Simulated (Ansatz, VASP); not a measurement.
## NaCl in VASP and in Ansatz

File INCAR:

```
SYSTEM = NaCl
PREC     = Accurate       ! precision mode
ENCUT    = 520            ! plane-wave cutoff, eV
EDIFF    = 1E-6           ! SCF threshold, eV
ISMEAR   = -1             ! smearing method
SIGMA    = 0.02           ! smearing width, eV
LREAL    = .FALSE.        ! projectors in reciprocal space
LASPH    = .TRUE.         ! aspherical terms in the spheres
NELM     = 80             ! most SCF steps
ALGO     = Normal         ! electronic algorithm
ISIF     = 2              ! what is computed and relaxed
LWAVE    = .FALSE.        ! write WAVECAR
LCHARG   = .FALSE.        ! write CHGCAR
GGA      = PE             ! functional
NBANDS   = 14             ! bands
```

KPOINTS

```
Automatic mesh
0
G
  8 8 8
  0 0 0
```

File POSCAR:

```
NaCl
1.0
    3.6640050255      0.0000000000      0.0000000000
    0.0000000000      3.6640050255      0.0000000000
    0.0000000000      0.0000000000      3.4595458649
Na Cl
1 1
Direct
    0.0000000000      0.0000000000      0.0000000000
    0.5000000000      0.5000000000      0.5000000000
```

Input for Ansatz:

```yaml
crystal:
  lattice:
    - [3.6640050255, 0.0, 0.0]
    - [0.0, 3.6640050255, 0.0]
    - [0.0, 0.0, 3.4595458649]
  atoms:
    - { symbol: Na, position: [0.0, 0.0, 0.0] }
    - { symbol: Cl, position: [0.5, 0.5, 0.5] }
kpoints:
  mp_grid: { grid: [8, 8, 8] }
  band_path:
    path: [[0.0, 0.0, 0.0], [0.0, 0.5, 0.0], [0.5, 0.5, 0.0], [0.5, 0.5, 0.5]]
    npoints: 1
hamiltonian:
  xc: pbe
scf:
  occupations: { method: fermi_dirac, width: 0.02 }
  n_extra_bands: 4
output:
  forces: true
  stress: true
  eigenvalues: true
```

Change from the starting cell: biaxial_xy strain +5.9%.

Alike in both runs: task single point; functional PBE; k mesh 8 × 8 × 8; occupations fermi-dirac, width 0.02 eV; no spin polarisation.

```csv
,VASP,Ansatz
version,VASP 6.6.1,Ansatz 0.2.0
potentials or method,"VASP PAW PBE potentials, release 64 (Na_pv, Cl)","plane waves, PAW"
plane-wave cutoff (eV),520,420
valence electrons in the cell,14,16
```

Ansatz gave:

* gap on the k mesh at the Fermi level (eV): 3.47
* pressure (GPa): -1.5
* largest component of the traceless stress (GPa): 2.59

Q: What did VASP give for the same quantities?

A: gap on the k mesh at the Fermi level (eV): 3.47; pressure (GPa): -1.6; largest component of the traceless stress (GPa): 2.59.

The functional is the same, so the differences come from potentials, cutoffs and numerics. The two sets of potentials don't hold the same shells in valence.

A k mesh can miss the band edges.
